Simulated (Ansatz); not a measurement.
# Cu (P6_3/mmc) in Ansatz: a series of runs

The runs below take Cu through band structure, with PBE, LDA.

Everything below comes from runs of Ansatz 0.2.0. Logs are shortened: lines on timing, memory, paths and dates and some standing lists are left out, and cuts for length are marked.

### 1 The structure

Symmetry: P6_3/mmc, No. 194, hexagonal system. Conventional cell: a = 2.534 Å, b = 2.534 Å, c = 4.113 Å, α = 90.00°, β = 90.00°, γ = 120.00°. Cu (site symmetry -6m2) has 12 Cu at 2.52 to 2.53 Å as nearest neighbours.

This isn't the form of Cu at room conditions, which is fcc.

### 2 Band structure, PBE

The input, input.yaml:

```yaml
crystal:
  lattice:
    - [2.5340966698, 0.0, 0.0]
    - [-1.2670483349, 2.1945920917, 0.0]
    - [0.0, 0.0, 4.112571]
  atoms:
    - { symbol: Cu, position: [0.6666666667, 0.3333333333, 0.75] }
    - { symbol: Cu, position: [0.3333333333, 0.6666666667, 0.25] }
kpoints:
  mp_grid: { grid: [12, 12, 7] }
  band_path:
    path:
      - [0.0, 0.0, 0.0]
      - [0.5, 0.0, 0.0]
      - [0.3333333333, 0.3333333333, 0.0]
      - [0.0, 0.0, 0.0]
      - [0.0, 0.0, 0.5]
      - [0.5, 0.0, 0.5]
      - [0.3333333333, 0.3333333333, 0.5]
      - [0.0, 0.0, 0.5]
    npoints: 8
scf:
  occupations: { method: fermi_dirac, width: 0.05 }
hamiltonian:
  xc: pbe
  pseudopotentials: { kind: all_electron, lapw: { basis_error: 0.001 } }
output:
  forces: true
  stress: true
  eigenvalues: true
```

Potentials or basis: all-electron LAPW, scalar-relativistic.

On the command line:

```bash
> ansatz run input.yaml --threads 1 --pin off --max-ram 3072MiB --backend cpu --events-out ev --progress --plain --runs-dir out
```

Output:

```text
Warning: RAYON_NUM_THREADS=1 ignored (pool sized by the plan → 1); use --threads N
LAPW: plane waves up to 8.926 Å⁻¹, error target 1.0e-3 eV per atom; small_component_spin mean_spin; Cu in spheres of 1.262 Å, 19 of its electrons in bands, Dirac shells [] (how accurate: hamiltonian.pseudopotentials.lapw.basis_error, Limitations)
Engine: ansatz 0.2.0, x86_64-unknown-linux-gnu
Pseudopotentials: kind: all_electron
Pseudopotential: Cu, LAPW, valence charge 19, lapw/all_electron/scalar/gaussian/Cu, Koelling and Harmon's equation, gaussian nucleus
Functional definition: PBE
  parameter kappa = 0.804
  parameter beta = 0.06672455060314922
  exchange = pbe_x(kappa = kappa, mu = beta*pi^2/3)
  correlation = pbe_c(beta = beta)
Crystal: 2 atoms, lattice volume = 22.871 Å³
Basis set: ecut = 303.54231929206793 eV, 287 PW (Γ), exchange–correlation at level 2
Bands: 23, of which v1, the nominal top of the filled ones, is band 19 counted from 1 (18 counted from 0)
Symmetry: 24 space group operations
Space group: P63/mmc (ITA 194), of the structure as read, at distance tolerance 2.8e-5 Å
k-points: 76 of 1008
Non-local potential: Cu, projectors of the file, none
Initial density: superposition of atomic densities (chi_scale 0.1, normalization cell)
Initial wavefunctions: plane waves of lowest kinetic energy (no species holds an atomic orbital)
Functional: x = pbe(κ = 0.804, μ = 0.2195149727645171), c = pbe(β = 0.06672455060314922)
iter 1 solved again at ethr=6.29e-4 eV; its pass at ethr=1.00e-1 eV (dr2=2.39e-1 eV) is discarded
SCF iter   1: F=—  HF=-90070.325877 eV  |F-HF|=—  |Δ(HF+E_count)|=         —  Δρ=4.77e-2  dr2=2.40e-1  ethr=6.29e-4  ⟨swp⟩=2.4  Hψ=12275  notcnv=0
preconditioner: auto → none  [metal: Δε(μ)=0.032 eV  Ē_g=10.205 eV  σ=0.050 eV  W_gap=0.15  n_scr=8 (ndim 8)  ℏωp=36.4 eV  f_vac=0.000  D(μ)=1.77/eV (n_scr^D=22)  sad-step TF]
SCF iter   2: F=—  HF=-90071.707413 eV  |F-HF|=—  |Δ(HF+E_count)|=    1.38e0  Δρ=2.16e-2  dr2=3.77e-2  ethr=6.29e-4  ⟨swp⟩=3.0  Hψ=6348  notcnv=0
iter 3 solved again at ethr=3.47e-6 eV; its pass at ethr=9.93e-5 eV (dr2=1.32e-3 eV) is discarded
SCF iter   3: F=—  HF=-90068.674686 eV  |F-HF|=—  |Δ(HF+E_count)|=    3.03e0  Δρ=2.81e-3  dr2=1.32e-3  ethr=3.47e-6  ⟨swp⟩=2.0  Hψ=9783  notcnv=0
SCF iter   4: F=—  HF=-90068.545064 eV  |F-HF|=—  |Δ(HF+E_count)|=   1.30e-1  Δρ=5.12e-3  dr2=2.91e-3  ethr=3.47e-6  ⟨swp⟩=3.0  Hψ=6114  notcnv=0
SCF iter   5: F=—  HF=-90068.533005 eV  |F-HF|=—  |Δ(HF+E_count)|=   1.21e-2  Δρ=7.17e-4  dr2=5.92e-5  ethr=3.47e-6  ⟨swp⟩=3.0  Hψ=5301  notcnv=0
SCF iter   6: F=—  HF=-90068.532888 eV  |F-HF|=—  |Δ(HF+E_count)|=   1.17e-4  Δρ=3.34e-5  dr2=1.28e-7  ethr=1.56e-7  ⟨swp⟩=2.0  Hψ=5000  notcnv=0
SCF iter   7: F=-90068.532888 eV  HF=-90068.532888 eV  |F-HF|=1.15e-8  |Δ(HF+E_count)|=   1.85e-7  Δρ=2.22e-6  dr2=7.65e-10  ethr=3.37e-10  ⟨swp⟩=2.8  Hψ=5424  notcnv=0
SCF 1 converged in 7 iterations: F = -90068.532888 eV  dr2 = 7.65e-10
NSCF: frozen V_eff on 57 k-points
SCF converged after 7 iterations
Free energy (F): -90068.532888 eV
Harris-Foulkes:  -90068.532888 eV  (|F-HF|=1.15e-8)
Internal energy: -90068.524879 eV  (E = F + TS)
E sigma→0 (E₀):  -90068.528883 eV
Entropy (-TS):   -0.008009 eV (-4.005 meV/atom)
Fermi energy:    17.272519 eV
--- Per-component energies (eV) ---
  E_band       = -701.206545
  E_kinetic    = 91619.426675
  E_xc         = -3681.798871
  E_electrostatic = -178006.152683  (all electrons and nuclei)
  E_smearing   = -0.008009  (= −TS)
  E_closure    = 0.000000  (closes the sum)
  E_atoms      = -90061.064913  (free atoms, spherical and without spin; not in F)
  Σ components = -90068.532888   (vs F -90068.532888, Δ=0.00e0)
  Basis errors (estimates in eV, not in F): energy 1.9e-4 per atom: plane waves 1.9e-4 (9.6e-5 summed), levels above the bands 3.4e-65, relativity 3.1e-9, radial functions 2.6e-6, core shells 1.9e-11; eigenvalues (radial functions only) 6.0e-7; not estimated: angular momenta, meshes, grids; target (lapw.basis_error) 1.0e-3; muffin-tin radii Cu 1.262 Å
--- Forces (eV/Å), atoms counted from 1 ---
  atom   1  Cu    -0.00000000     0.00000000    -0.00000000
  atom   2  Cu     0.00000000    -0.00000000     0.00000000
  max |Σ_I F_I| component: 2.31e-18 eV/Å
--- Stress (GPa, compression-positive) ---
        7.163204       0.000000       0.000000
       -0.000000       7.163204       0.000000
        0.000000       0.000000       7.618449
  P = ⅓ Tr σ = 7.3150 GPa (73.150 kbar)
--- Band table (eV; the first three rows and the last of 76) ---
  k-point 0: bands = ["-95.3364", "-95.3196", "-52.7690", "-52.6602", "-52.6602", "-52.6447", "-52.6413", "-52.6413", "7.6515", "12.0449", "14.2281", "14.2717", "14.2717", "14.4984", "14.4984", "14.7745", "14.7745", "15.5846", "15.5846", "16.2192", "21.3133", "38.8313", "39.3642"]
  k-point 1: bands = ["-95.3356", "-95.3204", "-52.7629", "-52.6593", "-52.6593", "-52.6509", "-52.6422", "-52.6422", "7.8435", "11.9265", "14.1889", "14.2345", "14.2345", "14.4589", "14.4589", "14.8643", "14.8643", "15.4506", "15.5744", "15.5744", "22.5700", "38.8375", "39.5185"]
  k-point 2: bands = ["-95.3332", "-95.3228", "-52.7457", "-52.6682", "-52.6567", "-52.6567", "-52.6448", "-52.6448", "8.4080", "11.4128", "14.0880", "14.1893", "14.1893", "14.3637", "14.3637", "14.4100", "15.0561", "15.0561", "15.5290", "15.5290", "25.2215", "35.7174", "39.0020"]
  k-point 75: bands = ["-95.3162", "-95.3162", "-52.7403", "-52.7403", "-52.7183", "-52.7102", "-52.6688", "-52.6688", "13.2507", "13.2507", "13.3096", "13.4054", "13.9325", "13.9325", "14.7388", "14.8888", "15.6067", "15.6067", "21.3319", "21.3319", "22.3118", "23.5970", "24.5176"]
```

It took 16 s on 1 thread of AMD EPYC 7R43 (Zen 3), shared host; peak memory 0.41 GiB.

What came out:

- Free energy: -90068.5329 eV
- Pressure: 7.3 GPa
- Band gap along the path: none (metal or under the smearing width)

Levels at the corners of the path, in eV from the Fermi level:
| point | band 15 | band 16 | band 17 | band 18 | band 19 | band 20 | band 21 | band 22 | band 23 |
| --- | --- | --- | --- | --- | --- | --- | --- | --- | --- |
| Γ | -2.77 | -2.50 | -2.50 | -1.69 | -1.69 | -1.05 | 4.04 | 21.56 | 22.09 |
| M | -2.74 | -1.60 | -1.53 | -1.49 | 0.03 | 1.63 | 7.94 | 8.36 | 10.93 |
| K | -2.52 | -1.78 | -1.78 | -1.69 | 3.04 | 3.47 | 3.47 | 10.52 | 11.15 |
| Γ | -2.77 | -2.50 | -2.50 | -1.69 | -1.69 | -1.05 | 4.04 | 21.56 | 22.09 |
| A | -3.05 | -3.05 | -1.92 | -1.92 | -1.92 | -1.92 | 12.90 | 12.90 | 22.27 |
| L | -1.88 | -1.88 | -1.53 | -1.53 | 0.45 | 0.45 | 5.02 | 5.02 | 16.37 |
| H | -2.48 | -2.48 | -1.66 | -1.66 | 4.11 | 4.11 | 5.65 | 5.65 | 7.10 |
| A | -3.05 | -3.05 | -1.92 | -1.92 | -1.92 | -1.92 | 12.90 | 12.90 | 22.27 |

### 3 Band structure, LDA

Changes to input.yaml since step 2:

```diff
@@ -24,3 +24,3 @@
 hamiltonian:
-  xc: pbe
+  xc: lda
   pseudopotentials: { kind: all_electron, lapw: { basis_error: 0.001 } }
```

Potentials or basis: all-electron LAPW, scalar-relativistic.

On the command line:

```bash
> ansatz run input.yaml --threads 1 --pin off --max-ram 3072MiB --backend cpu --events-out ev --progress --plain --runs-dir out
```

Output:

```text
Warning: RAYON_NUM_THREADS=1 ignored (pool sized by the plan → 1); use --threads N
LAPW: plane waves up to 8.929 Å⁻¹, error target 1.0e-3 eV per atom; small_component_spin mean_spin; Cu in spheres of 1.262 Å, 19 of its electrons in bands, Dirac shells [] (how accurate: hamiltonian.pseudopotentials.lapw.basis_error, Limitations)
Engine: ansatz 0.2.0, x86_64-unknown-linux-gnu
Pseudopotentials: kind: all_electron
Pseudopotential: Cu, LAPW, valence charge 19, lapw/all_electron/scalar/gaussian/Cu, Koelling and Harmon's equation, gaussian nucleus
Functional definition: SPW92
  exchange = slater_x
  correlation = pw_c
Crystal: 2 atoms, lattice volume = 22.871 Å³
Basis set: ecut = 303.7400097672049 eV, 287 PW (Γ), exchange–correlation at level 2
Bands: 23, of which v1, the nominal top of the filled ones, is band 19 counted from 1 (18 counted from 0)
Symmetry: 24 space group operations
Space group: P63/mmc (ITA 194), of the structure as read, at distance tolerance 2.8e-5 Å
k-points: 76 of 1008
Non-local potential: Cu, projectors of the file, none
Initial density: superposition of atomic densities (chi_scale 0.1, normalization cell)
Initial wavefunctions: plane waves of lowest kinetic energy (no species holds an atomic orbital)
Functional: x = slater, c = lda
iter 1 solved again at ethr=6.33e-4 eV; its pass at ethr=1.00e-1 eV (dr2=2.41e-1 eV) is discarded
SCF iter   1: F=—  HF=-89931.781373 eV  |F-HF|=—  |Δ(HF+E_count)|=         —  Δρ=4.80e-2  dr2=2.42e-1  ethr=6.33e-4  ⟨swp⟩=2.3  Hψ=12278  notcnv=0
preconditioner: auto → none  [metal: Δε(μ)=0.006 eV  Ē_g=10.126 eV  σ=0.050 eV  W_gap=0.03  n_scr=8 (ndim 8)  ℏωp=36.4 eV  f_vac=0.000  D(μ)=1.76/eV (n_scr^D=22)  sad-step TF]
SCF iter   2: F=—  HF=-89933.371414 eV  |F-HF|=—  |Δ(HF+E_count)|=    1.59e0  Δρ=2.36e-2  dr2=4.59e-2  ethr=6.33e-4  ⟨swp⟩=3.0  Hψ=6358  notcnv=0
iter 3 solved again at ethr=1.62e-6 eV; its pass at ethr=1.21e-4 eV (dr2=6.16e-4 eV) is discarded
SCF iter   3: F=—  HF=-89929.998238 eV  |F-HF|=—  |Δ(HF+E_count)|=    3.37e0  Δρ=2.15e-3  dr2=6.16e-4  ethr=1.62e-6  ⟨swp⟩=2.0  Hψ=9776  notcnv=0
SCF iter   4: F=—  HF=-89929.821432 eV  |F-HF|=—  |Δ(HF+E_count)|=   1.77e-1  Δρ=5.34e-3  dr2=3.16e-3  ethr=1.62e-6  ⟨swp⟩=3.1  Hψ=6146  notcnv=0
SCF iter   5: F=—  HF=-89929.806190 eV  |F-HF|=—  |Δ(HF+E_count)|=   1.52e-2  Δρ=8.80e-4  dr2=8.92e-5  ethr=1.62e-6  ⟨swp⟩=3.0  Hψ=5835  notcnv=0
SCF iter   6: F=—  HF=-89929.805913 eV  |F-HF|=—  |Δ(HF+E_count)|=   2.78e-4  Δρ=3.37e-5  dr2=1.36e-7  ethr=2.35e-7  ⟨swp⟩=2.0  Hψ=5008  notcnv=0
SCF iter   7: F=-89929.805913 eV  HF=-89929.805913 eV  |F-HF|=3.08e-8  |Δ(HF+E_count)|=   3.17e-8  Δρ=2.09e-6  dr2=7.08e-10  ethr=3.59e-10  ⟨swp⟩=2.9  Hψ=5552  notcnv=0
SCF 1 converged in 7 iterations: F = -89929.805913 eV  dr2 = 7.08e-10
NSCF: frozen V_eff on 57 k-points
SCF converged after 7 iterations
Free energy (F): -89929.805913 eV
Harris-Foulkes:  -89929.805913 eV  (|F-HF|=3.08e-8)
Internal energy: -89929.797800 eV  (E = F + TS)
E sigma→0 (E₀):  -89929.801856 eV
Entropy (-TS):   -0.008113 eV (-4.056 meV/atom)
Fermi energy:    16.824860 eV
--- Per-component energies (eV) ---
  E_band       = -710.464534
  E_kinetic    = 91434.691614
  E_xc         = -3539.894903
  E_electrostatic = -177824.594511  (all electrons and nuclei)
  E_smearing   = -0.008113  (= −TS)
  E_closure    = 0.000000  (closes the sum)
  E_atoms      = -89920.347727  (free atoms, spherical and without spin; not in F)
  Σ components = -89929.805913   (vs F -89929.805913, Δ=0.00e0)
  Basis errors (estimates in eV, not in F): energy 2.0e-4 per atom: plane waves 1.9e-4 (9.7e-5 summed), levels above the bands 1.4e-64, relativity 1.8e-9, radial functions 3.6e-6, core shells 2.0e-11; eigenvalues (radial functions only) 5.8e-7; not estimated: angular momenta, meshes, grids; target (lapw.basis_error) 1.0e-3; muffin-tin radii Cu 1.262 Å
--- Forces (eV/Å), atoms counted from 1 ---
  atom   1  Cu     0.00000000     0.00000000    -0.00000000
  atom   2  Cu    -0.00000000    -0.00000000     0.00000000
  max |Σ_I F_I| component: 2.31e-18 eV/Å
--- Stress (GPa, compression-positive) ---
       -7.970498      -0.000000       0.000000
       -0.000000      -7.970498       0.000000
        0.000000       0.000000      -7.723410
  P = ⅓ Tr σ = -7.8881 GPa (-78.881 kbar)
--- Band table (eV; the first three rows and the last of 76) ---
  k-point 0: bands = ["-94.9389", "-94.9213", "-52.8200", "-52.7077", "-52.7077", "-52.6921", "-52.6882", "-52.6882", "7.2088", "11.5659", "13.7476", "13.7957", "13.7957", "14.0229", "14.0229", "14.3027", "14.3027", "15.1213", "15.1213", "15.8095", "20.8285", "38.5223", "38.7882"]
  k-point 1: bands = ["-94.9380", "-94.9222", "-52.8137", "-52.7067", "-52.7067", "-52.6985", "-52.6891", "-52.6891", "7.4009", "11.4516", "13.7085", "13.7583", "13.7583", "13.9832", "13.9832", "14.3931", "14.3931", "15.0245", "15.1107", "15.1107", "22.0974", "38.5354", "38.9802"]
  k-point 2: bands = ["-94.9356", "-94.9246", "-52.7961", "-52.7163", "-52.7040", "-52.7040", "-52.6918", "-52.6918", "7.9654", "10.9521", "13.6084", "13.7129", "13.7129", "13.8878", "13.8878", "13.9586", "14.5864", "14.5864", "15.0643", "15.0643", "24.7596", "35.2751", "38.6783"]
  k-point 75: bands = ["-94.9177", "-94.9177", "-52.7903", "-52.7903", "-52.7675", "-52.7592", "-52.7168", "-52.7168", "12.7734", "12.7734", "12.8491", "12.9481", "13.4682", "13.4682", "14.2673", "14.4186", "15.1394", "15.1394", "20.8872", "20.8872", "21.9033", "23.1873", "23.9979"]
```

Run time: 14 s. Hardware: 1 thread of AMD EPYC 7R43 (Zen 3), shared host; peak memory 0.38 GiB.

Results:

```yaml
Free_energy: -89929.8059 eV
Pressure: -7.9 GPa
Band_gap_along_the_path: none (metal or under the smearing width)
```

Stress tensor (GPa, compression positive):
```
-7.97  0.00  0.00
 0.00 -7.97  0.00
 0.00  0.00 -7.72
```

Levels at the corners of the path, in eV from the Fermi level:
```tsv
point	band 16	band 17	band 18	band 19	band 20	band 21	band 22	band 23
Γ	-2.52	-2.52	-1.70	-1.70	-1.02	4.00	21.70	21.96
M	-1.61	-1.55	-1.50	0.04	1.62	7.93	8.30	11.02
K	-1.80	-1.80	-1.71	3.08	3.44	3.44	10.49	11.14
Γ	-2.52	-2.52	-1.70	-1.70	-1.02	4.00	21.70	21.96
A	-3.08	-1.94	-1.94	-1.94	-1.94	12.89	12.89	22.39
L	-1.90	-1.55	-1.55	0.47	0.47	5.00	5.00	16.30
H	-2.50	-1.68	-1.68	4.12	4.12	5.69	5.69	7.03
A	-3.08	-1.94	-1.94	-1.94	-1.94	12.89	12.89	22.39
```
